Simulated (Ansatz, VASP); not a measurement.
## C: VASP beside Ansatz

The input INCAR:

```
SYSTEM = C
  PREC = Accurate
  ENCUT = 520
  EDIFF = 1E-8
  ISMEAR = 0
  SIGMA = 0.01
  LREAL = Auto
  LASPH = .TRUE.
  NELM = 100
  ALGO = Fast
  ISIF = 2
  LWAVE = .FALSE.
  LCHARG = .FALSE.
  GGA = PE
  LEFG = .TRUE.
  NBANDS = 86
```

KPOINTS

```
regular mesh
0
G
  6 6 3
  0 0 0
```

File POSCAR:

```
C
1.0
    5.0442000000      0.0000000000      0.0000000000
   -2.5221000000      4.3684053418      0.0000000000
    0.0000000000      0.0000000000      8.2372000000
C
32
Direct
    0.1666666667      0.3333333333      0.0313179341
    0.1666666667      0.3333333333      0.5313179341
    0.1666666667      0.8333333333      0.0313179341
    0.1666666667      0.8333333333      0.5313179341
    0.6666666667      0.3333333333      0.0313179341
    0.6666666667      0.3333333333      0.5313179341
    0.6666666667      0.8333333333      0.0313179341
    0.6666666667      0.8333333333      0.5313179341
    0.3333333333      0.1666666667      0.2813179341
    0.3333333333      0.1666666667      0.7813179341
    0.3333333333      0.6666666667      0.2813179341
    0.3333333333      0.6666666667      0.7813179341
    0.8333333333      0.1666666667      0.2813179341
    0.8333333333      0.1666666667      0.7813179341
    0.8333333333      0.6666666667      0.2813179341
    0.8333333333      0.6666666667      0.7813179341
    0.1666666667      0.3333333333      0.2186820659
    0.1666666667      0.3333333333      0.7186820659
    0.1666666667      0.8333333333      0.2186820659
    0.1666666667      0.8333333333      0.7186820659
    0.6666666667      0.3333333333      0.2186820659
    0.6666666667      0.3333333333      0.7186820659
    0.6666666667      0.8333333333      0.2186820659
    0.6666666667      0.8333333333      0.7186820659
    0.3333333333      0.1666666667      0.4686820659
    0.3333333333      0.1666666667      0.9686820659
    0.3333333333      0.6666666667      0.4686820659
    0.3333333333      0.6666666667      0.9686820659
    0.8333333333      0.1666666667      0.4686820659
    0.8333333333      0.1666666667      0.9686820659
    0.8333333333      0.6666666667      0.4686820659
    0.8333333333      0.6666666667      0.9686820659
```

Input for Ansatz:

```yaml
crystal:
  lattice:
    - [5.0442, 0.0, 0.0]
    - [-2.5221, 4.3684053418, 0.0]
    - [0.0, 0.0, 8.2372]
  atoms:
    - { symbol: C, position: [0.1666666667, 0.3333333333, 0.0313179341] }
    - { symbol: C, position: [0.1666666667, 0.3333333333, 0.5313179341] }
    - { symbol: C, position: [0.1666666667, 0.8333333333, 0.0313179341] }
    - { symbol: C, position: [0.1666666667, 0.8333333333, 0.5313179341] }
    - { symbol: C, position: [0.6666666667, 0.3333333333, 0.0313179341] }
    - { symbol: C, position: [0.6666666667, 0.3333333333, 0.5313179341] }
    - { symbol: C, position: [0.6666666667, 0.8333333333, 0.0313179341] }
    - { symbol: C, position: [0.6666666667, 0.8333333333, 0.5313179341] }
    - { symbol: C, position: [0.3333333333, 0.1666666667, 0.2813179341] }
    - { symbol: C, position: [0.3333333333, 0.1666666667, 0.7813179341] }
    - { symbol: C, position: [0.3333333333, 0.6666666667, 0.2813179341] }
    - { symbol: C, position: [0.3333333333, 0.6666666667, 0.7813179341] }
    - { symbol: C, position: [0.8333333333, 0.1666666667, 0.2813179341] }
    - { symbol: C, position: [0.8333333333, 0.1666666667, 0.7813179341] }
    - { symbol: C, position: [0.8333333333, 0.6666666667, 0.2813179341] }
    - { symbol: C, position: [0.8333333333, 0.6666666667, 0.7813179341] }
    - { symbol: C, position: [0.1666666667, 0.3333333333, 0.2186820659] }
    - { symbol: C, position: [0.1666666667, 0.3333333333, 0.7186820659] }
    - { symbol: C, position: [0.1666666667, 0.8333333333, 0.2186820659] }
    - { symbol: C, position: [0.1666666667, 0.8333333333, 0.7186820659] }
    - { symbol: C, position: [0.6666666667, 0.3333333333, 0.2186820659] }
    - { symbol: C, position: [0.6666666667, 0.3333333333, 0.7186820659] }
    - { symbol: C, position: [0.6666666667, 0.8333333333, 0.2186820659] }
    - { symbol: C, position: [0.6666666667, 0.8333333333, 0.7186820659] }
    - { symbol: C, position: [0.3333333333, 0.1666666667, 0.4686820659] }
    - { symbol: C, position: [0.3333333333, 0.1666666667, 0.9686820659] }
    - { symbol: C, position: [0.3333333333, 0.6666666667, 0.4686820659] }
    - { symbol: C, position: [0.3333333333, 0.6666666667, 0.9686820659] }
    - { symbol: C, position: [0.8333333333, 0.1666666667, 0.4686820659] }
    - { symbol: C, position: [0.8333333333, 0.1666666667, 0.9686820659] }
    - { symbol: C, position: [0.8333333333, 0.6666666667, 0.4686820659] }
    - { symbol: C, position: [0.8333333333, 0.6666666667, 0.9686820659] }
kpoints:
  mp_grid: { grid: [6, 6, 3] }
scf:
  occupations: { method: fixed }
hamiltonian:
  xc: pbe
  pseudopotentials: { kind: paw }
output:
  forces: true
  efg: { contact_densities: true }
  core_levels: { shells: { C: "1s" }, counted_from: valence_top }
```

Alike in both runs: task electric field gradients; functional PBE; k mesh 6 × 6 × 3; no spin polarisation.

```csv
,VASP,Ansatz
version,VASP 6.6.1,Ansatz 0.2.0
potentials or method,"VASP PAW PBE potentials, release 64 (C)","plane-wave PAW, scalar-relativistic"
plane-wave cutoff (eV),520,420
occupations,"gaussian, width 0.01 eV",fixed
valence electrons in the cell,128,128
```

Ansatz gave:

| Property | Result |
| --- | --- |
| gap on the k mesh at the Fermi level (eV) | 3.36 |
| Vzz of the field gradient on the site that differs most (V/Å²) | 0.4 |

**Question.** What did VASP give for the same quantities?

**Answer.** gap on the k mesh at the Fermi level (eV): 3.35; Vzz of the field gradient on the site that differs most (V/Å²): 0.5.

Caveats: an odd mesh through Γ misses points on the zone boundary, where band edges often lie.
